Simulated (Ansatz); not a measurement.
# Mg3Sb2 in Ansatz: the effect of functional

Mg3Sb2:

```
CELL_PARAMETERS angstrom
4.58200 0.00000 0.00000
-2.29100 3.96813 0.00000
0.00000 0.00000 7.24400
ATOMIC_POSITIONS crystal
Sb 0.66667 0.33333 0.76500
Sb 0.33333 0.66667 0.23500
Mg 0.00000 0.00000 0.00000
Mg 0.66667 0.33333 0.37000
Mg 0.33333 0.66667 0.63000
```

Alike in all runs:

| Quantity | Value |
| --- | --- |
| Program | Ansatz 0.2.0 |
| Task | projected density of states |
| Potentials or basis | Ansatz PAW |
| Cutoff | 420 eV (not typed: the program's choice for these potentials) |
| k mesh | 7 × 7 × 4 |
| Occupations | fermi-dirac, width 0.05 eV |
| Spin | no spin polarisation |

| functional | gap on the mesh (eV) | pressure (GPa) | largest force (eV/Å) |
| --- | --- | --- | --- |
| PBE | 0.36 | 0.9 | 0.48 |
| RPBE | ? | ? | ? |
| revPBE | 0.42 | 1.9 | 0.51 |
| BLYP | 0.40 | 2.5 | 0.35 |

What does the run with functional RPBE give?

gap on the mesh 0.43 eV; pressure 2.2 GPa; largest force 0.52 eV/Å.

Caveats: odd divisions of the mesh miss points on the zone boundary, where band edges often lie, so the gap on the mesh can be too wide; spin-orbit coupling is left out, which moves the levels of the heavy elements; the density of states is complete only up to the lowest level of the last band computed; the PAW data sets come from PBE, with cores solved anew for the run's functional, which leaves a small shift of forces and pressure (some runs).

A k mesh can miss the band edges.
